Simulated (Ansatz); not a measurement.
## Fe: single point with PBE

Fe:

```
CELL_PARAMETERS angstrom
0.00000 1.94174 1.96511
1.49844 0.00000 1.96511
1.49844 1.94174 0.00000
ATOMIC_POSITIONS crystal
Fe 0.00000 0.00000 0.00000
```

* Program: Ansatz 0.2.0
* Task: single point
* Functional: PBE
* Potentials or basis: Ansatz PAW
* Cutoff: 420 eV (not typed: the program's choice for these potentials)
* k mesh: 13 × 13 × 13
* Occupations: fermi-dirac, width 0.05 eV
* Spin: collinear spin, ferromagnetic start
* Starting moments: [3.0] μB

```
Pressure               : -1.1 GPa
Band gap on the k mesh : none (metal or under the smearing width)
Net moment             : 2.17 μB per cell
Absolute moment        : 2.29 μB per cell
Site moments           : Fe +2.22 μB
```

Stress tensor (GPa, compression positive):
```
-6.42  0.00  0.00
 0.00  2.28  0.00
 0.00  0.00  0.83
```

Levels at points of the mesh, in eV from the Fermi level:
Spin up:
```csv
k point,band 5,band 6,band 7,band 8,band 9,band 10,band 11,band 12,band 13,band 14
"(0.00, 0.00, 0.00)",-8.53,-2.46,-2.37,-2.04,-1.35,-0.96,23.20,24.68,24.94,29.23
```
Spin down:
```
           k point  band 5  band 6  band 7  band 8  band 9  band 10
(0.00, 0.00, 0.00)   -8.38   -0.66   -0.51   -0.01    1.29     1.91
```

Run time: 4.7 s on 2 threads of Arm Neoverse V2 (shared host), peak memory 0.36 GiB.
